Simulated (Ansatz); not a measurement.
Sb (hcp): energy against volume

Level of theory: Ansatz 0.2.0, DFT, revPBE, plane waves (420 eV) with PAW, scalar-relativistic. The PAW files were generated under PBE, with cores re-solved for the functional.

The cell is scaled uniformly from the relaxed one, with fractional coordinates and shape fixed. Energies are extrapolated to zero smearing, pressures are those at the given smearing. Magnetic state: spin not included.

A Birch-Murnaghan fit gives V₀ = 27.92 Å³/atom, B₀ = 56 GPa, B₀′ = 4.4.

What are the energy above the minimum and the pressure at 24.504 Å³/atom?

91.8 meV/atom and 9.76 GPa as computed.

What are the energy above the minimum and the pressure at 26.732 Å³/atom?

9.5 meV/atom and 2.72 GPa as computed.

What are the energy above the minimum and the pressure at 28.959 Å³/atom?

6.2 meV/atom and -1.83 GPa as computed.
